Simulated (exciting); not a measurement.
Wanted: the native input for an exciting (release sodium) run.

- Task: single point
- Functional: PBE
- Potentials or basis: all-electron LAPW+lo, shipped species files, valence relativity iora*
- rgkmax: 9
- k mesh: 11 × 11 × 11
- Occupations: gaussian, width 0.014 eV
- Spin: no spin polarisation
- outputlevel: low
- gmaxvr (cutoff of density and potential): 14 1/bohr
- lmaxapw (and lmaxmat): 10
- lmaxvr: 8
- nempty: 12
- Valence relativity: iora*
- epsengy: 1e-05 Ha
- epspot: 1e-05 Ha
- maxscl: 60
- Muffin-tin radii: Ti 2.0 bohr

Ti:

```
CELL_PARAMETERS angstrom
-1.64100 1.64100 1.64100
1.64100 -1.64100 1.64100
1.64100 1.64100 -1.64100
ATOMIC_POSITIONS crystal
Ti 0.00000 0.00000 0.00000
```

This isn't the form of Ti at room conditions, which is hcp.

These files were run (other wordings do the same):

input.xml

```xml
<input>
  <title>Ti</title>
  <structure speciespath="./" tshift="false">
    <crystal scale="1">
      <basevect>-3.101040570511 3.101040570511 3.101040570511</basevect>
      <basevect>3.101040570511 -3.101040570511 3.101040570511</basevect>
      <basevect>3.101040570511 3.101040570511 -3.101040570511</basevect>
    </crystal>
    <species speciesfile="Ti.xml" rmt="2">
      <atom coord="0.000000000000 0.000000000000 0.000000000000"/>
    </species>
  </structure>
  <groundstate do="fromscratch" ngridk="11 11 11" rgkmax="9" gmaxvr="14" lmaxapw="10" lmaxmat="10" lmaxvr="8" xctype="GGA_PBE" stype="Gaussian" swidth="0.00051449" nempty="12" ValenceRelativity="iora*" epsengy="1e-05" epspot="1e-05" maxscl="60" tforce="true" outputlevel="low"/>
  <properties>
    <chargedensityplot>
      <plot3d>
        <box grid="15 15 15">
          <origin coord="0 0 0"/>
          <point coord="1 0 0"/>
          <point coord="0 1 0"/>
          <point coord="0 0 1"/>
        </box>
      </plot3d>
    </chargedensityplot>
    <elfplot>
      <plot3d>
        <box grid="15 15 15">
          <origin coord="0 0 0"/>
          <point coord="1 0 0"/>
          <point coord="0 1 0"/>
          <point coord="0 0 1"/>
        </box>
      </plot3d>
    </elfplot>
    <exccplot>
      <plot3d>
        <box grid="15 15 15">
          <origin coord="0 0 0"/>
          <point coord="1 0 0"/>
          <point coord="0 1 0"/>
          <point coord="0 0 1"/>
        </box>
      </plot3d>
    </exccplot>
  </properties>
</input>
```

Potentials or basis: all-electron LAPW+lo, shipped species files, valence relativity iora*.

Launch:

```bash
$ OMP_NUM_THREADS=1 exciting_smp
```

It gave:

| Property | Result |
| --- | --- |
| Band gap on the k mesh | none (metal or under the smearing width) |

Caveat: the log's total energy holds no entropy term; the free energy is that total less TS from the occupations.

Run time: 36 s on 1 thread of Arm Neoverse V1 (shared host), peak memory 0.09 GiB.
